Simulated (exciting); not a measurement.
Sb: single point with LDA

Crystal: Sb.

```
CELL_PARAMETERS angstrom
3.35453 0.00000 0.00000
-1.67727 2.90511 0.00000
0.00000 0.00000 5.47016
ATOMIC_POSITIONS crystal
Sb 0.66667 0.33333 0.75000
Sb 0.33333 0.66667 0.25000
```

This isn't the form of Sb at room conditions, which is rhombohedral.

```yaml
Program: exciting (release sodium)
Task: single point
Functional: LDA
Potentials_or_basis: all-electron LAPW+lo, shipped species files, valence relativity iora*
rgkmax: 9
k_mesh: 9 × 9 × 5
Occupations: gaussian, width 0.05 eV
Spin: no spin polarisation
outputlevel: high
gmaxvr_cutoff_of_density_and_potential: 14 1/bohr
lmaxapw_and_lmaxmat: 10
lmaxvr: 8
nempty: 10
Valence_relativity: iora*
epsengy: 1e-05 Ha
epspot: 1e-05 Ha
maxscl: 60
Muffin-tin_radii: Sb 2.3 bohr
```

- Band gap on the k mesh: none (metal or under the smearing width)
- All electrons inside the program's atomic spheres: Sb 48.11 (radii Sb 2.3 bohr)

Levels at points of the mesh, in eV from the Fermi level:
```csv
k point,band 13,band 14,band 15,band 16,band 17,band 18
"(0.00, 0.00, 0.00)",-5.73,3.65,3.65,5.29,5.29,5.50
```

It took 110 s on 1 thread of Arm Neoverse V2 (shared host), peak memory 0.14 GiB.

Caveat: the log's total energy holds no entropy term; the free energy is that total less TS from the occupations. The run has no spin-orbit coupling, so splittings on Sb are missing.
